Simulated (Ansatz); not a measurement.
# BN: the cost of one run

Computed with Ansatz 0.2.0 (DFT PBE+D3(BJ), scalar-relativistic, plane waves, PAW, unless a step's input says otherwise).

3 further runs of the same task are left out: 3 set aside as unsound or not needed.

### Step 1. The system as given

It takes space group R3m (No. 160, trigonal). The conventional cell has a = 2.506 Å, b = 2.506 Å, c = 9.885 Å, α = 90.00°, β = 90.00°, γ = 120.00°. Around B (site symmetry 3m) lie 3 N at 1.45 Å. N (site symmetry 3m) has 3 B at 1.45 Å as nearest neighbours.

As a file:

```xyz
2
Lattice="1.2531 0.7235 3.2949 -1.2531 0.7235 3.2949 0.0000 -1.4469 3.2949" Properties=species:S:1:pos:R:3 pbc="T T T"
B     0.0000    0.0000    9.8817
N     0.0000    0.0000    3.2890
```

It goes back to an entry of the Materials Project, which need not be the stable form.

This cell was relaxed beforehand with the same method: volume 8.96 Å³/atom, gap on the mesh 4.24 eV.

The host's static dielectric tensor, from an earlier linear-response run, has a mean of 5.43.

### Step 2. Reference: the perfect crystal in the supercell

input.yaml reads:

```yaml
crystal:
  lattice:
    - [0.0, 5.7876219398, 6.5897675168]
    - [-5.0122276274, -2.8938109699, 6.5897675168]
    - [5.0122276274, -2.8938109699, 6.5897675168]
  atoms:
    - { symbol: B, position: [0.499848772, 0.999848772, 0.499848772] }
    - { symbol: B, position: [0.499848772, 0.249848772, 0.749848772] }
    - { symbol: B, position: [0.749848772, 0.249848772, 0.499848772] }
    - { symbol: B, position: [0.499848772, 0.499848772, 0.499848772] }
    - { symbol: B, position: [0.499848772, 0.749848772, 0.749848772] }
    - { symbol: B, position: [0.499848772, 0.999848772, 0.999848772] }
    - { symbol: B, position: [0.499848772, 0.249848772, 0.249848772] }
    - { symbol: B, position: [0.749848772, 0.749848772, 0.499848772] }
    - { symbol: B, position: [0.749848772, 0.999848772, 0.749848772] }
    - { symbol: B, position: [0.749848772, 0.249848772, 0.999848772] }
    - { symbol: B, position: [0.999848772, 0.999848772, 0.499848772] }
    - { symbol: B, position: [0.999848772, 0.249848772, 0.749848772] }
    - { symbol: B, position: [0.249848772, 0.249848772, 0.499848772] }
    - { symbol: B, position: [0.499848772, 0.499848772, 0.999848772] }
    - { symbol: B, position: [0.499848772, 0.749848772, 0.249848772] }
    - { symbol: B, position: [0.749848772, 0.499848772, 0.749848772] }
    - { symbol: B, position: [0.749848772, 0.749848772, 0.999848772] }
    - { symbol: B, position: [0.749848772, 0.999848772, 0.249848772] }
    - { symbol: B, position: [0.999848772, 0.499848772, 0.499848772] }
    - { symbol: B, position: [0.999848772, 0.749848772, 0.749848772] }
    - { symbol: B, position: [0.999848772, 0.999848772, 0.999848772] }
    - { symbol: B, position: [0.999848772, 0.249848772, 0.249848772] }
    - { symbol: B, position: [0.249848772, 0.749848772, 0.499848772] }
    - { symbol: B, position: [0.249848772, 0.999848772, 0.749848772] }
    - { symbol: B, position: [0.249848772, 0.249848772, 0.999848772] }
    - { symbol: B, position: [0.749848772, 0.499848772, 0.249848772] }
    - { symbol: B, position: [0.999848772, 0.499848772, 0.999848772] }
    - { symbol: B, position: [0.999848772, 0.749848772, 0.249848772] }
    - { symbol: B, position: [0.249848772, 0.499848772, 0.749848772] }
    - { symbol: B, position: [0.249848772, 0.749848772, 0.999848772] }
    - { symbol: B, position: [0.249848772, 0.999848772, 0.249848772] }
    - { symbol: B, position: [0.249848772, 0.499848772, 0.249848772] }
    - { symbol: "N", position: [0.166367728, 0.666367728, 0.166367728] }
    - { symbol: "N", position: [0.166367728, 0.916367728, 0.416367728] }
    - { symbol: "N", position: [0.416367728, 0.916367728, 0.166367728] }
    - { symbol: "N", position: [0.166367728, 0.166367728, 0.166367728] }
    - { symbol: "N", position: [0.166367728, 0.416367728, 0.416367728] }
    - { symbol: "N", position: [0.166367728, 0.666367728, 0.666367728] }
    - { symbol: "N", position: [0.166367728, 0.916367728, 0.916367728] }
    - { symbol: "N", position: [0.416367728, 0.416367728, 0.166367728] }
    - { symbol: "N", position: [0.416367728, 0.666367728, 0.416367728] }
    - { symbol: "N", position: [0.416367728, 0.916367728, 0.666367728] }
    - { symbol: "N", position: [0.666367728, 0.666367728, 0.166367728] }
    - { symbol: "N", position: [0.666367728, 0.916367728, 0.416367728] }
    - { symbol: "N", position: [0.916367728, 0.916367728, 0.166367728] }
    - { symbol: "N", position: [0.166367728, 0.166367728, 0.666367728] }
    - { symbol: "N", position: [0.166367728, 0.416367728, 0.916367728] }
    - { symbol: "N", position: [0.416367728, 0.166367728, 0.416367728] }
    - { symbol: "N", position: [0.416367728, 0.416367728, 0.666367728] }
    - { symbol: "N", position: [0.416367728, 0.666367728, 0.916367728] }
    - { symbol: "N", position: [0.666367728, 0.166367728, 0.166367728] }
    - { symbol: "N", position: [0.666367728, 0.416367728, 0.416367728] }
    - { symbol: "N", position: [0.666367728, 0.666367728, 0.666367728] }
    - { symbol: "N", position: [0.666367728, 0.916367728, 0.916367728] }
    - { symbol: "N", position: [0.916367728, 0.416367728, 0.166367728] }
    - { symbol: "N", position: [0.916367728, 0.666367728, 0.416367728] }
    - { symbol: "N", position: [0.916367728, 0.916367728, 0.666367728] }
    - { symbol: "N", position: [0.416367728, 0.166367728, 0.916367728] }
    - { symbol: "N", position: [0.666367728, 0.166367728, 0.666367728] }
    - { symbol: "N", position: [0.666367728, 0.416367728, 0.916367728] }
    - { symbol: "N", position: [0.916367728, 0.166367728, 0.416367728] }
    - { symbol: "N", position: [0.916367728, 0.416367728, 0.666367728] }
    - { symbol: "N", position: [0.916367728, 0.666367728, 0.916367728] }
    - { symbol: "N", position: [0.916367728, 0.166367728, 0.916367728] }
basis:
  ecutwfc: 420
  xc_grid: 2
kpoints:
  mp_grid: { grid: [1, 1, 1], shift: [0.0, 0.0, 0.0] }
hamiltonian:
  xc: pbe
  dispersion: d3bj
scf:
  occupations: { method: gaussian, width: 0.01 }
output:
  forces: true
  stress: true
  eigenvalues: true
```

Command:

```bash
$ ansatz run input.yaml --threads 4 --pin off --max-ram 8192MiB --backend cpu --events-out ev --progress --plain --runs-dir out
```

Q: Estimate wall time and peak memory on 4 threads of Arm Neoverse V1, shared host.

About 2.7 s, with a peak of 0.63 GiB.
